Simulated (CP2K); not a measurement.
Set up this calculation in CP2K 2026.2, as the native input.

| Quantity | Value |
| --- | --- |
| Task | work function |
| Functional | PBE |
| Potentials or basis | POTENTIAL_UZH In GTH-PBE-q13; TZVP-MOLOPT-PBE-GTH basis |
| Density cutoff | 6123 eV |
| k mesh | 9 × 9 × 1 |
| Occupations | fermi-dirac, width 0.05 eV |
| Spin | no spin polarisation |
| SCF solver | diagonalisation with k points |
| Quickstep method | GPW |
| EPS_DEFAULT | 1.0E-10 |
| EPS_SCF | 1.0E-6 |
| MAX_SCF | 100 |
| SCF_GUESS | ATOMIC |
| k points reduced by the point group | yes |
| Mesh centred on Gamma | yes |
| CHOLESKY | OFF |
| EPS_EIGVAL | 1.0E-7 |
| MIXING METHOD | BROYDEN_MIXING |
| MIXING ALPHA | 0.2 |
| NBUFFER | 8 |
| NGRIDS | 5 |
| Basis sets | In TZVP-MOLOPT-PBE-GTH-q13 |
| Potentials | In GTH-PBE-q13 of POTENTIAL_UZH |
| ADDED_MOS | [20] |
| MPI ranks | 2 |
| REL_CUTOFF (Ry) | 60 Ry |
| MIXING BETA (1/bohr) | 1.5 1/bohr |
| CUTOFF of the grids | 450 Ry |

The system is In, a slab with vacuum.

```
CELL_PARAMETERS angstrom
3.36384 0.00000 0.00000
-1.68192 2.91317 0.00000
0.00000 0.00000 31.19956
ATOMIC_POSITIONS crystal
In 0.33333 0.66667 0.24039
In 0.00000 0.00000 0.32693
In 0.66667 0.33333 0.41346
In 0.00000 0.00000 0.50000
In 0.33333 0.66667 0.58654
In 0.00000 0.00000 0.67307
In 0.66667 0.33333 0.75961
```

The cell isn't the ideal one: the (0 0 1) slab of In, cut from the database cell, not relaxed.

These files were run (other wordings do the same):

in_workfunction.inp

```
&GLOBAL
  PROJECT in_workfunction
  RUN_TYPE ENERGY_FORCE
  PRINT_LEVEL LOW
&END GLOBAL
&FORCE_EVAL
  METHOD QS
  &DFT
    BASIS_SET_FILE_NAME BASIS_MOLOPT_UZH
    POTENTIAL_FILE_NAME POTENTIAL_UZH
    &MGRID
      CUTOFF 450
      REL_CUTOFF 60
      NGRIDS 5
    &END MGRID
    &QS
      METHOD GPW
      EPS_DEFAULT 1.0E-10
    &END QS
    &KPOINTS
      SCHEME MONKHORST-PACK 9 9 1
      GAMMA_CENTERED T
      SYMMETRY T
      SYMMETRY_BACKEND SPGLIB
    &END KPOINTS
    &SCF
      SCF_GUESS ATOMIC
      EPS_SCF 1.0E-6
      MAX_SCF 100
      ADDED_MOS 20
      CHOLESKY OFF
      EPS_EIGVAL 1.0E-7
      &DIAGONALIZATION ON
        ALGORITHM STANDARD
      &END DIAGONALIZATION
      &MIXING ON
        METHOD BROYDEN_MIXING
        ALPHA 0.2
        BETA 1.5
        NBUFFER 8
      &END MIXING
      &SMEAR ON
        METHOD FERMI_DIRAC
        ELECTRONIC_TEMPERATURE [K] 580.226
      &END SMEAR
    &END SCF
    &XC
      &XC_FUNCTIONAL
        &GGA_X_PBE
        &END GGA_X_PBE
        &GGA_C_PBE
        &END GGA_C_PBE
      &END XC_FUNCTIONAL
    &END XC
    &PRINT
      &KPOINTS ON
      &END KPOINTS
      &MULLIKEN ON
      &END MULLIKEN
      &MO ON
        ENERGIES T
        OCCUPATION_NUMBERS T
        &EACH
          QS_SCF 0
        &END EACH
        ADD_LAST NUMERIC
      &END MO
      &LOWDIN ON
      &END LOWDIN
      &HIRSHFELD ON
        SHAPE_FUNCTION DENSITY
      &END HIRSHFELD
      &E_DENSITY_CUBE ON
        STRIDE 1
      &END E_DENSITY_CUBE
      &V_HARTREE_CUBE ON
        STRIDE 1
      &END V_HARTREE_CUBE
      &ELF_CUBE ON
        STRIDE 1
      &END ELF_CUBE
    &END PRINT
  &END DFT
  &SUBSYS
    &CELL
      ABC 3.3638438630 3.3638438630 31.1995625400
      ALPHA_BETA_GAMMA 90.0000000000 90.0000000000 120.0000000002
      PERIODIC XYZ
    &END CELL
    &COORD
      SCALED
      In  0.3333333300 0.6666666600 0.2403879859
      In  0.0000000000 0.0000000000 0.3269253239
      In  0.6666666700 0.3333333400 0.4134626620
      In  0.0000000000 0.0000000000 0.5000000000
      In  0.3333333300 0.6666666600 0.5865373380
      In  0.0000000000 0.0000000000 0.6730746761
      In  0.6666666700 0.3333333400 0.7596120141
    &END COORD
    &KIND In
      BASIS_SET TZVP-MOLOPT-PBE-GTH-q13
      POTENTIAL GTH-PBE-q13
    &END KIND
    &PRINT
      &ATOMIC_COORDINATES ON
      &END ATOMIC_COORDINATES
      &CELL ON
      &END CELL
      &SYMMETRY ON
      &END SYMMETRY
    &END PRINT
  &END SUBSYS
  &PRINT
    &FORCES ON
    &END FORCES
  &END PRINT
&END FORCE_EVAL
```

Potentials or basis: POTENTIAL_UZH In GTH-PBE-q13; TZVP-MOLOPT-PBE-GTH basis.

Run with:

```bash
$ OMP_NUM_THREADS=1 mpirun -n 2 cp2k.psmp -i in_workfunction.inp -o in_workfunction.out
```

It gave:

| Item | Value |
| --- | --- |
| Largest force | 0.155 eV/Å |
| Band gap on the k mesh | none (metal or under the smearing width) |
| Work function | 3.75 eV |
| Work function of the upper face | 3.75 eV |
| Work function of the lower face | 3.75 eV |

Caveat: the basis of atomic orbitals isn't converged, which shifts pressures, moduli and gaps.

Wall time 4.6 min on 2 MPI ranks on AMD EPYC 7R43 64-Core Processor (Zen 3) (shared host).
